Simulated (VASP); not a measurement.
The system is Al2O3 (Corundum).

```
Al O
1.0
     2.38025    1.37424    4.33187
    -2.38025    1.37424    4.33187
     0.00000   -2.74848    4.33187
Al O
4 6
Cartesian
  0.0000 0.0000 4.5765
  0.0000 0.0000 1.9213
  0.0000 0.0000 8.4191
  0.0000 0.0000 11.0743
  -0.9203 1.3742 7.5808
  -0.7300 -1.4841 7.5808
  1.6503 0.1099 7.5808
  0.9203 -1.3742 5.4148
  0.7300 1.4841 5.4148
  -1.6503 -0.1099 5.4148
```

| Property | Result |
| --- | --- |
| Program | VASP 6.6.1 |
| Task | relaxation of cell and atoms |
| Functional | PBE |
| Potentials or basis | VASP PAW PBE potentials, release 64 (Al, O) |
| Cutoff | 600 eV |
| k mesh | 7 × 7 × 7 |
| Occupations | gaussian, width 0.03 eV |
| Spin | no spin polarisation |

At the start: pressure 6.9 GPa; volume 8.50 Å³/atom.

Problem. Where does the relaxation end?

Solution. Over 5 steps the energy falls by 5.1 meV/atom and the volume is 8.74 Å³/atom (+2.8 %); space group R-3c (No. 167, to 0.05 Å).

The path:
```
step  energy change (eV)  largest force (eV/Å)  pressure (GPa)  volume (Å³)
   1              0.0000                0.0276            6.85        85.02
   2             -0.0141                0.0476           -5.32        89.57
   3             -0.0505                0.0372           -0.02        87.44
   4             -0.0505                0.0370            0.11        87.39
   5             -0.0507                0.0032            0.11        87.40
```

Final structure:
```
CELL_PARAMETERS angstrom
2.40243 1.38705 4.37125
-2.40243 1.38705 4.37125
0.00000 -2.77409 4.37125
ATOMIC_POSITIONS crystal
Al 0.35214 0.35214 0.35214
Al 0.14786 0.14786 0.14786
Al 0.64786 0.64786 0.64786
Al 0.85214 0.85214 0.85214
O 0.55620 0.94380 0.25000
O 0.25000 0.55620 0.94380
O 0.94380 0.25000 0.55620
O 0.44380 0.05620 0.75000
O 0.75000 0.44380 0.05620
O 0.05620 0.75000 0.44380
```
